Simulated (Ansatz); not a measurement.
Runs of Ansatz 0.2.0 on Au. It takes space group Im-3m (No. 229, cubic). The conventional cell has a = 3.315 Å, b = 3.315 Å, c = 3.315 Å, α = 90.00°, β = 90.00°, γ = 90.00°. Au (site symmetry m-3m) has 8 Au at 2.87 Å as nearest neighbours. This isn't the form of Au at room conditions, which is fcc.

```csv
task,spin,cell,target pressure (GPa),points for each segment of the path,gap on the mesh (eV),pressure (GPa)
relaxation of cell and atoms,off,relaxed to 20 GPa,20,-,none,20.0
relaxation of cell and atoms,off,relaxed,0,-,none,0.0
relaxation of cell and atoms,off,relaxed to 10 GPa,10,-,none,10.0
relaxation of cell and atoms,off,relaxed to 30 GPa,30,-,none,30.0
relaxation of cell and atoms,off,relaxed to 2 GPa,2,-,none,2.0
band structure,"SOC, no magnetisation",as given,-,14,none,-5.7
relaxation of cell and atoms,off,relaxed to 5 GPa,5,-,none,5.0
band structure,off,as given,-,14,none,(a)
```

Alike in all rows: level r2SCAN; potentials or basis Ansatz PAW; k mesh 11 × 11 × 11; cutoff (eV) 500; smearing fermi-dirac 0.05 eV.

Estimate the missing entries.

(a) -4.1.

Caveats: the PAW data sets come from PBE, with cores solved anew for the run's functional, which leaves a small shift of forces and pressure; the plane-wave basis is chosen anew once the cell has moved, so the energies of steps on either side of that aren't comparable (some runs); spin-orbit coupling is left out, which moves the levels of the heavy elements (some runs).

A k mesh can miss the band edges, and rows without SOC leave out spin-orbit coupling on Au.

A gap of «none» marks a metal or a gap under the smearing width.
